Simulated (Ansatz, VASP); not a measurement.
**Zn: VASP beside Ansatz**

```
Zn
1.0
     0.00000    2.85959    2.85959
     2.85959    0.00000    2.85959
     2.85959    2.85959    0.00000
Zn
2
Direct
  0.00000 0.00000 0.00000
  0.25000 0.25000 0.25000
```

Change from the starting cell: volume scaled by 0.95.

Alike in both runs: task single point; functional PBE; k mesh 11 × 11 × 11; occupations fermi-dirac, width 0.05 eV; no spin polarisation.

|  | VASP | Ansatz |
| --- | --- | --- |
| version | VASP 6.6.1 | Ansatz 0.2.0 |
| potentials or method | VASP PAW PBE potentials, release 64 (Zn), cutoff 520 eV | all-electron LAPW, scalar-relativistic |

```csv
,VASP,Ansatz,Ansatz less VASP
pressure (GPa),1.7,1.6,-0.18
```

Ansatz ran all-electron here, so the differences hold the error of VASP's frozen core and of both bases.
